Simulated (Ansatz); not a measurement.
AlN:

```
Al N
1.0
     0.00000    2.03452    2.03452
     2.03452    0.00000    2.03452
     2.03452    2.03452    0.00000
Al N
1 1
Direct
  0.50000 0.50000 0.50000
  0.00000 0.00000 0.00000
```

Measurements of this composition are mostly on another form, of space group No. 186.

Base run:

- Program: Ansatz 0.2.0
- Functional: HSE06
- Potentials or basis: all-electron PAW datasets made for the crystal
- Cutoff: 430 eV (chosen from the basis error)
- k mesh: 8 × 8 × 8
- Occupations: fermi-dirac, width 0.05 eV
- Spin: no spin polarisation

Its results: band gap on the k mesh 5.84 eV, indirect (least direct gap 6.92 eV); pressure -7.5 GPa.

Problem. The run is repeated on the same cell with these changes: functional from HSE06 to PBE0. What comes out?

Solution. Band gap on the k mesh 6.59 eV, indirect (least direct gap 7.66 eV); pressure -7.5 GPa.

A k mesh can miss the band edges.
